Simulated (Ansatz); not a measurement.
Computed properties of BN (zincblende)

Measured values to be reproduced:
- lattice constant a: 3.6152 ± 0.0002 Å (a at ambient conditions; 295 K; single-crystal x-ray diffraction; “Equation of state of cubic boron nitride at high pressures and temperatures”, 2007, arxiv:cond-mat/0702656)
- Raman mode: 1056 cm⁻¹ (TO mode at Gamma; Raman spectroscopy (quoted from earlier work); literature value for single-crystal cBN; paper notes modes depend on grain size, defect density and crystal colour; quoted in “Formation of cBN nanocrystals by He+ implantations of hBN”, 2010, arxiv:1003.3740)
- Raman mode: 1305 cm⁻¹ (LO mode at Gamma; Raman spectroscopy (quoted from earlier work); literature value for single-crystal cBN; paper notes modes depend on grain size, defect density and crystal colour; quoted in “Formation of cBN nanocrystals by He+ implantations of hBN”, 2010, arxiv:1003.3740)

The calculated numbers come from Ansatz 0.2.0. Calculated for a static, non-magnetic cell.

BN built on the zincblende prototype, relaxed with r2SCAN. Space group F-43m (No. 216), cubic; conventional cell a = 3.610 Å, 5.88 Å³ an atom. B is surrounded by 4 N at 1.56 Å; N is surrounded by 4 B at 1.56 Å.

```
B N
1.0
     0.00000    1.80483    1.80483
     1.80483    0.00000    1.80483
     1.80483    1.80483    0.00000
B N
1 1
Cartesian
  0.0000 0.0000 0.0000
  0.9024 0.9024 0.9024
```

Relaxed lattice by functional, symmetry kept:
```tsv
functional	k mesh	a (Å)	volume (Å³/atom)
PBE	12×12×12	3.625	5.95
r2SCAN	10×10×10	3.610	5.88
PBEsol	10×10×10	3.606	5.86
LDA	10×10×10	3.581	5.74
HSE06	8×8×8	3.596	5.81
```

Band edges at fixed r2SCAN geometry:
```csv
level,k mesh,gap (eV),kind,edges,least direct gap (eV),rough cost
LDA,12×12×12,4.37,indirect,Γ → X,8.72,1.1 core-seconds
PBE,12×12×12,4.48,indirect,Γ → X,8.85,1.2 core-seconds
r2SCAN,12×12×12,5.00,indirect,Γ → X,9.59,2.1 core-seconds
HSE06,8×8×8,5.79,indirect,Γ → X,10.59,24 core-seconds
DDH-PBE0,8×8×8,6.28,indirect,Γ → X,11.03,29 core-seconds
PBE0,8×8×8,6.56,indirect,Γ → X,11.36,24 core-seconds
r2SCAN0,8×8×8,6.89,indirect,Γ → X,11.81,27 core-seconds
Hartree-Fock,8×8×8,13.73,indirect,Γ → X,19.44,26 core-seconds
"G0W0@PBE (35 empty bands, 120 eV, 6×6×6)",6×6×6,5.91,–,Γ → X (mesh),–,5 core-seconds
"G0W0@PBE (87 empty bands, 220 eV, 6×6×6)",6×6×6,6.14,–,Γ → X (mesh),–,16 core-seconds
```
PBE: smearing of 0.02 eV; the others have fixed occupations.
Wave cutoffs: 420 eV, 500 eV (r2SCAN, r2SCAN0).
The G0W0 gap is PBE's gap over the path plus the quasiparticle shift read on the mesh. G0W0 here is at a finite number of bands, screening cutoff and k mesh, not at the basis limit.
Costs come from shared machines and give only the order; PBE's includes the band path. The runs had 4 threads of Arm Neoverse V2, with other jobs on the host.

With HSE06 the valence top lies at Γ and the conduction bottom at X, 5.79 eV higher; the smallest vertical gap, at Γ, is 10.59 eV.

Set against the finite-basis gap of 6.14 eV from G0W0@PBE (87 empty bands, 220 eV, 6×6×6), the closest functional is DDH-PBE0, which differs by +0.14 eV, at about 14 times r2SCAN's cost; G0W0 itself took about 8 times r2SCAN's cost. The others: HSE06 -0.35, PBE0 +0.42, r2SCAN0 +0.75, r2SCAN -1.14, PBE -1.66, LDA -1.77, Hartree-Fock +7.59 eV. The yardstick still moved by +0.23 eV in its last step of bands and cutoff, so this order can change. r2SCAN covers 40 % of the step from PBE to HSE06, while HSE06 needs about 12 times r2SCAN's cost (on a coarser mesh). Among these functionals the gap stays indirect.

r2SCAN (ground state on 10×10×10): ε∞: 4.45 in all directions. Born charges, averaged over directions: B +1.98, N -1.98 e. PBE (ground state on 10×10×10): The electronic dielectric tensor ε∞ is 4.60 in all directions. Born charges, averaged over directions: B +1.91, N -1.91 e.

Calculation and measurement side by side:
- Lattice constant a, measured 3.6152 Å: PBE 3.625 (+0.3 %), r2SCAN 3.610 (-0.2 %), PBEsol 3.606 (-0.3 %), LDA 3.581 (-1.0 %), HSE06 3.596 (-0.5 %).
- Raman mode at 1056 cm⁻¹ (TO mode at Gamma): the nearest PBEsol mode at Γ lies at 1047 cm⁻¹ (-0.9 %).
- Raman mode at 1305 cm⁻¹ (LO mode at Gamma): the nearest PBEsol mode at Γ, with the long-range field, lies at 1278 cm⁻¹ (-2.1 %).
The calculated lattice is static; the measured one holds thermal expansion and zero-point motion. Reports marked as nanostructured, strained, doped, implanted or mixed samples, and transport gaps, were set aside. Modes are paired by degeneracy and infrared activity, where the label gives them, and frequency; they are harmonic.

The meshes of the hybrids are coarse, so their gaps aren't converged to the digits shown.
